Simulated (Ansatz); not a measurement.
The system is BaTiO3.

```
CELL_PARAMETERS angstrom
3.99980 0.00000 0.00000
0.00000 3.99980 0.00000
0.00000 0.00000 4.01800
ATOMIC_POSITIONS crystal
Ba 0.00000 0.00000 0.00000
Ti 0.50000 0.50000 0.49000
O 0.00000 0.50000 0.51700
O 0.50000 0.00000 0.51700
O 0.50000 0.50000 0.01900
```

Base run:

| Quantity | Value |
| --- | --- |
| Program | Ansatz 0.2.0 |
| Functional | RPBE |
| Potentials or basis | all-electron LAPW, scalar-relativistic |
| Cutoff | 399 eV |
| Density cutoff | 1598 eV |
| Basis error allowed | 0.002 eV/atom |
| k mesh | 7 × 7 × 7 |
| Occupations | fermi-dirac, width 0.05 eV |
| Spin | no spin polarisation |

Its results: band gap on the k mesh 1.96 eV, indirect (least direct gap 2.12 eV); pressure 6.7 GPa; largest force 0.305 eV/Å.

The run is repeated on the same cell with these changes: functional from RPBE to LDA. What comes out?

Band gap on the k mesh 1.84 eV, indirect (least direct gap 2.00 eV); pressure -8.5 GPa; largest force 0.415 eV/Å.

LDA binds more tightly than RPBE, so the same cell stands under less pressure.

Caveats: spin-orbit coupling is left out, which moves the levels of the heavy elements; the mesh misses the band edges, which the band path finds closer together.

Not every run made on this cell is shown here.
